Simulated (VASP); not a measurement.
Runs of VASP 6.6.1 on Sr. Symmetry: Im-3m, No. 229, cubic system. Conventional cell: a = 4.870 Å, b = 4.870 Å, c = 4.870 Å, α = 90.00°, β = 90.00°, γ = 90.00°. Sr (site symmetry m-3m) is surrounded by 8 Sr at 4.22 Å. This isn't the form of Sr at room conditions, which is fcc.

| level | spin | cell | k mesh | smearing | exchange at q = 0 | grid for exact exchange (PRECFOCK) | mesh quality | gap on the mesh (eV) | pressure (GPa) |
| --- | --- | --- | --- | --- | --- | --- | --- | --- | --- |
| r2SCAN+D3(BJ) | non-collinear, zero start, SOC | as given | 8 × 8 × 8 | fermi-dirac 0.025 eV | - | - | not flagged | - | -0.7 |
| B3LYP5 | off | as given | 6 × 6 × 6 | gaussian 0.01 eV | truncated | Normal | not flagged | none | -0.5 |
| PBE | off | as given | 3 × 3 × 3 | fermi-dirac 0.04 eV | - | - | coarse | none | -0.2 |
| PBE | off | volume scaled by 1.02 | 8 × 8 × 8 | fermi-dirac 0.05 eV | - | - | not flagged | none | (a) |
| PBE | off | volume scaled by 0.98 | 8 × 8 × 8 | fermi-dirac 0.05 eV | - | - | not flagged | none | -0.5 |

Alike in all rows: task single point; potentials or basis VASP PAW PBE potentials, release 64 (Sr_sv); cutoff (eV) 520.

Q: Estimate the missing entries.

A: (a) -0.9.

Caveats: some runs use coarse meshes; the PAW data sets were made with another functional, which shifts forces and pressure a little (some runs).

A k mesh can miss the band edges, and rows without SOC leave out spin-orbit coupling on Sr.

A gap of «none» marks a metal or a gap under the smearing width.
